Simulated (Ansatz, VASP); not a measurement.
**One calculation of SrO, two programs**

Contents of INCAR:

```
SYSTEM = SrO
ALGO = Normal ; EDIFF = 1E-7
ENCUT = 520 ; GGA = PE
ISIF = 2 ; ISMEAR = -1
LASPH = .True. ; LCHARG = .False.
LREAL = .False. ; LWAVE = .False.
NBANDS = 15 ; NELM = 80
PREC = Accurate ; SIGMA = 0.05
```

File KPOINTS:

```
k-points
0
Gamma
  9 9 9
  0 0 0
```

Contents of POSCAR:

```
SrO
1.0
    0.0000000000      2.6166323862      2.6166323862
    2.6166323862      0.0000000000      2.6166323862
    2.6166323862      2.6166323862      0.0000000000
Sr O
1 1
Direct
    0.5000000000      0.5000000000      0.5000000000
    0.0000000000      0.0000000000      0.0000000000
```

Contents of input.yaml:

```yaml
crystal:
  lattice:
    - [0.0, 2.6166323862, 2.6166323862]
    - [2.6166323862, 0.0, 2.6166323862]
    - [2.6166323862, 2.6166323862, 0.0]
  atoms:
    - { symbol: Sr, position: [0.5, 0.5, 0.5] }
    - { symbol: O, position: [0.0, 0.0, 0.0] }
hamiltonian:
  xc: pbe
  pseudopotentials: { kind: paw }
kpoints:
  mp_grid: { grid: [9, 9, 9] }
scf:
  occupations: { method: fermi_dirac, width: 0.05 }
output:
  forces: true
  stress: true
  eigenvalues: true
```

Change from the starting cell: volume scaled by 1.06.

Alike in both runs: task single point; functional PBE; k mesh 9 × 9 × 9; occupations fermi-dirac, width 0.05 eV; no spin polarisation.

```csv
,VASP,Ansatz
version,VASP 6.6.1,Ansatz 0.2.0
potentials or method,"VASP PAW PBE potentials, release 64 (Sr_sv, O)",Ansatz PAW
plane-wave cutoff (eV),520,420
valence electrons in the cell,16,16
```

|  | VASP | Ansatz | Ansatz less VASP |
| --- | --- | --- | --- |
| gap on the k mesh at the Fermi level (eV) | 3.34 | 3.39 | +0.044 |
| least direct gap on the mesh (eV) | 3.47 | 3.50 | +0.034 |
| pressure (GPa) | -1.3 | -1.8 | -0.46 |

The functional is the same, so the differences come from potentials, cutoffs and numerics.

Caveats: an odd mesh through Γ misses points on the zone boundary, where band edges often lie (VASP); odd divisions of the mesh miss points on the zone boundary, where band edges often lie, so the gap on the mesh can be too wide (Ansatz); the pressure holds a Pulay correction of +0.3 GPa for the finite cutoff (Ansatz).
